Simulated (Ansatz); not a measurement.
A crystal relaxed with r2SCAN in the PAW code Ansatz has space group Fm-3m (No. 225) and a = 3.990 Å.

| atom | site | x | y | z |
| --- | --- | --- | --- | --- |
| Xx | 4a | 0.0000 | 0.0000 | 0.0000 |
| F | 4b | 0.5000 | 0.0000 | 0.0000 |

r2SCAN gives a direct gap of 10.33 eV at Γ. HSE06 gives an indirect gap of 11.674 eV, from K–Γ (0.83 of the way from K) to Γ; the least direct gap is 11.675 eV at Γ. Least and direct gap differ so little that the kind isn't settled. Meshes: r2SCAN 10×10×10, HSE06 8×8×8. r2SCAN's ε∞ is 2.0 in all directions.

**Question.** Which element is Xx?
A. Li
B. Na
C. Au
D. H

**Answer.** A. Xx is Li: rocksalt LiF. Li is surrounded by 6 F at 1.99 Å; F is surrounded by 6 Li at 1.99 Å.

Spin-unpolarised throughout; all numbers are computed.

Where an edge lies off the special points, it is a point of the mesh or the k point where a search put PBE's edge or least direct gap, reused for the other functionals, whose own edges may lie a little apart.

The meshes of the hybrids are coarse, so their gaps aren't converged to the digits shown.
